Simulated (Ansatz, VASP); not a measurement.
# WSe2: VASP beside Ansatz, part 2 of 2

Wanted: the spread between two codes on one cell, functional and k mesh. The structure shown is the end of the Ansatz relaxation below.

VASP 6.6.1 and Ansatz 0.2.0.

So far: The structure; Ansatz: relaxation, PBEsol.

**3. VASP: single point, PBEsol**

Level of this step: PBEsol, no spin polarisation; plane waves and PAW (W, Se) (VASP).

The same cell, functional, mesh and smearing now go to VASP, with its own data sets.

Lines of VASP's logs that name or quote its potential files are left out, and so is its time.

INCAR reads:

```
SYSTEM = WSe2
PREC = Accurate
ENCUT = 600
EDIFF = 1E-06
NELM = 120
ISMEAR = -1
SIGMA = 0.02
LREAL = .FALSE.
ALGO = Normal
GGA = PS
NBANDS = 48
LASPH = .TRUE.
LORBIT = 11
LWAVE = .FALSE.
LCHARG = .FALSE.
ISIF = 2
GGA_COMPAT = .FALSE.
EFERMI = MIDGAP
KPAR = 2
```

POSCAR reads:

```
WSe2
1.0
    6.5402220222      0.0000000000      0.0000000000
   -3.2701110111      5.6639984176      0.0000000000
    0.0000000000      0.0000000000     18.2250000000
W Se
4 8
Direct
    0.3333333333      0.1666666667      0.5000000000
    0.3333333333      0.6666666667      0.5000000000
    0.8333333333      0.1666666667      0.5000000000
    0.8333333333      0.6666666667      0.5000000000
    0.1666666667      0.3333333333      0.4082238772
    0.1666666667      0.3333333333      0.5917761228
    0.1666666667      0.8333333333      0.4082238772
    0.1666666667      0.8333333333      0.5917761228
    0.6666666667      0.3333333333      0.4082238772
    0.6666666667      0.3333333333      0.5917761228
    0.6666666667      0.8333333333      0.4082238772
    0.6666666667      0.8333333333      0.5917761228
```

KPOINTS reads:

```
Automatic mesh
0
Gamma
5 5 2
0 0 0
```

The projector-augmented-wave data sets are W and Se (PBE family, release 64).

Started as:

```console
> mpirun -np 2 vasp_std
```

Numbers of over 12 decimals in the logs are rounded to 6 here.

The program printed:

```text
[banner, memory and clock lines left out]
running    2 mpi-ranks, on    1 nodes
 distrk:  each k-point on    1 cores,    2 groups
 distr:  one band on    1 cores,    1 groups

 POSCAR found type information on POSCAR W Se
 POSCAR found :  2 types and      12 ions
|                                                                             |
|               ----> ADVICE to this user running VASP <----                  |
|                                                                             |
|     You enforced a specific xc type in the INCAR file but a different       |
|     [... a line on the potential file left out ...]
|     I HOPE YOU KNOW WHAT YOU ARE DOING!                                     |
|                                                                             |

 LDA part: xc-table for (Slater+PW92), standard interpolation
 POSCAR, INCAR and KPOINTS ok, starting setup
 FFT: planning ... GRIDC
 FFT: planning ... GRID_SOFT
 FFT: planning ... GRID
 WAVECAR not read
 entering main loop
       N       E                     dE             d eps       ncg     rms          rms(c)
DAV:   1     0.557457185339E+03    0.55746E+03   -0.26958E+04   960   0.128E+03
DAV:   2    -0.152584486890E+02   -0.57272E+03   -0.55132E+03  1472   0.233E+02
DAV:   3    -0.944718154177E+02   -0.79213E+02   -0.78551E+02  1136   0.938E+01
DAV:   4    -0.972779155814E+02   -0.28061E+01   -0.27865E+01  1328   0.200E+01
DAV:   5    -0.973558575155E+02   -0.77942E-01   -0.77784E-01  1408   0.290E+00    0.460E+01
DAV:   6    -0.941617381678E+02    0.31941E+01   -0.13634E+01  1432   0.129E+01    0.184E+01
DAV:   7    -0.935490649000E+02    0.61267E+00   -0.70036E+00  1296   0.997E+00    0.106E+01
DAV:   8    -0.932164420974E+02    0.33262E+00   -0.96430E-01  1352   0.444E+00    0.108E+00
DAV:   9    -0.932085978870E+02    0.78442E-02   -0.13177E-01  1368   0.131E+00    0.553E-01
DAV:  10    -0.932039642694E+02    0.46336E-02   -0.24692E-02  1360   0.604E-01    0.361E-01
DAV:  11    -0.932040720783E+02   -0.10781E-03   -0.30884E-03  1368   0.231E-01    0.156E-01
DAV:  12    -0.932034994223E+02    0.57266E-03   -0.28925E-03  1216   0.179E-01    0.471E-02
DAV:  13    -0.932038584331E+02   -0.35901E-03   -0.89690E-04  1280   0.855E-02    0.653E-02
DAV:  14    -0.932043684191E+02   -0.50999E-03   -0.84255E-05  1144   0.391E-02    0.301E-02
DAV:  15    -0.932045794410E+02   -0.21102E-03   -0.61843E-05  1184   0.220E-02    0.110E-02
DAV:  16    -0.932046695171E+02   -0.90076E-04   -0.81729E-05  1152   0.255E-02    0.127E-02
DAV:  17    -0.932048243911E+02   -0.15487E-03   -0.12214E-05  1072   0.115E-02    0.715E-03
DAV:  18    -0.932049261654E+02   -0.10177E-03   -0.86003E-06  1096   0.613E-03    0.782E-03
DAV:  19    -0.932049759942E+02   -0.49829E-04   -0.45164E-06  1024   0.511E-03    0.160E-03
DAV:  20    -0.932049973964E+02   -0.21402E-04   -0.15576E-06   976   0.243E-03    0.235E-03
DAV:  21    -0.932050016004E+02   -0.42040E-05   -0.23697E-07   872   0.874E-04    0.644E-04
DAV:  22    -0.932050026646E+02   -0.10643E-05   -0.97092E-08   736   0.843E-04    0.595E-04
DAV:  23    -0.932050027484E+02   -0.83714E-07   -0.29962E-08   624   0.522E-04
   1 F= -.93205003E+02 E0= -.93205003E+02  d E =-.207294E-20
```

OUTCAR, selected parts (step 3):

```text
ion  position               nearest neighbor table
   1  0.333  0.167  0.500-   5 2.52   6 2.52   7 2.52   8 2.52   9 2.52  10 2.52   2 3.27   4 3.27
                             2 3.27   4 3.27   3 3.27   3 3.27
   2  0.333  0.667  0.500-   7 2.52   8 2.52   5 2.52   6 2.52  11 2.52  12 2.52   1 3.27   3 3.27
                             1 3.27   3 3.27   4 3.27   4 3.27
   3  0.833  0.167  0.500-   9 2.52  10 2.52  11 2.52  12 2.52   5 2.52   6 2.52   2 3.27   4 3.27
                             4 3.27   2 3.27   1 3.27   1 3.27
   4  0.833  0.667  0.500-  11 2.52  12 2.52   9 2.52  10 2.52   7 2.52   8 2.52   1 3.27   3 3.27
                             3 3.27   1 3.27   2 3.27   2 3.27
   5  0.167  0.333  0.408-   1 2.52   2 2.52   3 2.52
   6  0.167  0.333  0.592-   1 2.52   2 2.52   3 2.52
   7  0.167  0.833  0.408-   2 2.52   1 2.52   4 2.52
   8  0.167  0.833  0.592-   2 2.52   1 2.52   4 2.52
   9  0.667  0.333  0.408-   3 2.52   4 2.52   1 2.52
  10  0.667  0.333  0.592-   3 2.52   4 2.52   1 2.52
  11  0.667  0.833  0.408-   4 2.52   3 2.52   2 2.52
  12  0.667  0.833  0.592-   4 2.52   3 2.52   2 2.52

  LATTYP: Found a hexagonal cell.
 ALAT       =     6.5402220222
 C/A-ratio  =     2.7866026471

 Subroutine GETGRP returns: Found 12 space group operations
 (whereof 12 operations were pure point group operations)

The static configuration has the point symmetry D_3h.

 Found     10 irreducible k-points:

   k-points           NKPTS =     10   k-points in BZ     NKDIM =     10   number of bands    NBANDS=     48

   dimension x,y,z NGX =    54 NGY =   54 NGZ =  150
   dimension x,y,z NGXF=   108 NGYF=  108 NGZF=  300

   ENCUT  =  600.0 eV  44.10 Ry    6.64 a.u.  13.06 13.06 36.40*2*pi/ulx,y,z

   NELECT =      72.0000    total number of electrons

 k-points in reciprocal lattice and weights: Automatic mesh
   0.00000000  0.00000000  0.00000000       0.020
   0.20000000 -0.00000000  0.00000000       0.120
   0.40000000  0.00000000  0.00000000       0.120
   0.20000000  0.20000000  0.00000000       0.120
   0.40000000  0.20000000  0.00000000       0.120
   0.00000000  0.00000000  0.50000000       0.020
   0.20000000 -0.00000000  0.50000000       0.120
   0.40000000  0.00000000  0.50000000       0.120
   0.20000000  0.20000000  0.50000000       0.120
   0.40000000  0.20000000  0.50000000       0.120

 average (electrostatic) potential at core
       1 -46.8581       2 -46.8581       3 -46.8581       4 -46.8581       5 -59.5674
       6 -59.5674       7 -59.5674       8 -59.5674       9 -59.5674      10 -59.5674
      11 -59.5674      12 -59.5674

 E-fermi :  -0.7290

 k-point     1 :       0.0000    0.0000    0.0000
  band No.  band energies     occupation
    ...
     32      -2.5619      2.00000
     33      -2.3682      2.00000
     34      -2.3682      2.00000
     35      -2.3682      2.00000
     36      -1.9584      2.00000
     37       0.9636      0.00000
     38       0.9636      0.00000
     39       0.9636      0.00000
     40       1.2995      0.00000
     41       1.2995      0.00000
    ...

 k-point     2 :       0.2000   -0.0000    0.0000
  band No.  band energies     occupation
    ...
     32      -2.6831      2.00000
     33      -2.4794      2.00000
     34      -2.0974      2.00000
     35      -2.0974      2.00000
     36      -1.9988      2.00000
     37       0.8550      0.00000
     38       0.8550      0.00000
     39       0.8762      0.00000
     40       0.9366      0.00000
     41       1.0966      0.00000
    ...

 k-point     3 :       0.4000    0.0000    0.0000
  band No.  band energies     occupation
    ...
     32      -2.8314      2.00000
     33      -2.7462      2.00000
     34      -2.2793      2.00000
     35      -2.0491      2.00000
     36      -2.0491      2.00000
     37       0.4641      0.00000
     38       0.5055      0.00000
     39       0.6139      0.00000
     40       0.6139      0.00000
     41       0.8557      0.00000
    ...

  Total       -0.3614352     -0.3614352     -0.2271309      0.0000000      0.0000000      0.0000000
  in kB       -0.8577445     -0.8577445     -0.5390186      0.0000000      0.0000000      0.0000000
  external PRESSURE =      -0.7515025 kB  Pullay stress =       0.0000000 kB

  energy-cutoff  :      600.00
  volume of cell :      675.12
      direct lattice vectors                 reciprocal lattice vectors
     6.540222022  0.000000000  0.000000000     0.152900008  0.088276861  0.000000000
    -3.270111011  5.663998418  0.000000000     0.000000000  0.176553722  0.000000000
     0.000000000  0.000000000 18.225000000     0.000000000  0.000000000  0.054869684

 POSITION                                       TOTAL-FORCE (eV/Angst)
 -----------------------------------------------------------------------------------
      1.63506      0.94400      9.11250         0.000000      0.000000     -0.000000
     -0.00000      3.77600      9.11250         0.000000     -0.000000     -0.000000
      4.90517      0.94400      9.11250         0.000000     -0.000000     -0.000000
      3.27011      3.77600      9.11250         0.000000     -0.000000     -0.000000
      0.00000      1.88800      7.43988         0.000000      0.000000      0.015502
      0.00000      1.88800     10.78512        -0.000000     -0.000000     -0.015502
     -1.63506      4.72000      7.43988         0.000000      0.000000      0.015502
     -1.63506      4.72000     10.78512         0.000000      0.000000     -0.015502
      3.27011      1.88800      7.43988        -0.000000     -0.000000      0.015502
      3.27011      1.88800     10.78512        -0.000000     -0.000000     -0.015502
      1.63506      4.72000      7.43988         0.000000      0.000000      0.015502
      1.63506      4.72000     10.78512         0.000000      0.000000     -0.015502
 -----------------------------------------------------------------------------------
    total drift:                               -0.000001      0.000001      0.000000

  FREE ENERGIE OF THE ION-ELECTRON SYSTEM (eV)
  ---------------------------------------------------
  free  energy   TOTEN  =       -93.2050027484 eV

  energy  without entropy=      -93.2050027484  energy(sigma->0) =      -93.20500275

 total charge
# of ion       s       p       d       tot
------------------------------------------
    1        0.538   0.635   4.230   5.403
    2        0.538   0.635   4.230   5.403
    3        0.538   0.635   4.230   5.403
    4        0.538   0.635   4.230   5.403
    5        1.475   2.351   0.071   3.897
    6        1.475   2.351   0.071   3.897
    7        1.475   2.351   0.071   3.897
    8        1.475   2.351   0.071   3.897
    9        1.475   2.351   0.071   3.897
   10        1.475   2.351   0.071   3.897
   11        1.475   2.351   0.071   3.897
   12        1.475   2.351   0.071   3.897
--------------------------------------------------
tot         13.955  21.348  17.486  52.790

[... 3 further parts left out ...]
```

The run ends at a pressure of -0.08 GPa, with forces up to 0.016 eV/Å.

**4. Side by side**

Known differences besides the potentials themselves: the data sets hold 184 valence electrons in Ansatz (on its PAW soft_1 files) and 72 in VASP; Ansatz makes its cores anew for this functional, VASP keeps those of its PBE data sets; Ansatz's pressure holds a Pulay correction, VASP's none. Total energies have different zeros and are not compared.

Compared:

| quantity | Ansatz | VASP | difference |
| --- | --- | --- | --- |
| pressure (GPa) | 0.00 | -0.08 | +0.07 |
| gap on the k mesh (eV) | 1.888 | 1.881 | +0.006 |

At this near-relaxed geometry the largest component of a force difference is 16 meV/Å. A gap on the mesh is an upper bound, since the band edges may lie between its points; neither run holds spin-orbit coupling, which can move the band edges of a compound of W. With vacuum in the cell, a pressure given here is an average over mostly empty space and none of the material.

**5. Summary of results**

```yaml
difference_in_gap_on_the_k_mesh_single_point_pbesol: 0.0062 eV
r_m_s_force_difference_single_point_pbesol: 7.5 meV/Å
```

**Reading.** The r.m.s. force difference is 7.5 meV/Å (single point, PBEsol), within the 12 meV/Å picked in this series as the mark of a large difference. The data sets hold unlike numbers of valence electrons (184 in Ansatz and 72 in VASP), so part of the differences comes from the potentials. How closely two codes agree says nothing of how well the functional describes the real material.

[Lines on the potential files, build, host, timing and source positions are cut from VASP's logs without a mark.]

[Logs are printed without paths, hosts, clocks, repeated set-up lines and the standing remarks that a program may print on its own settings, such as how far it seeks lower states.]

[Hosts, paths, dates, database ids (printed as entryN), source tags and the programs' standing remarks are cut or masked in the printed files.]
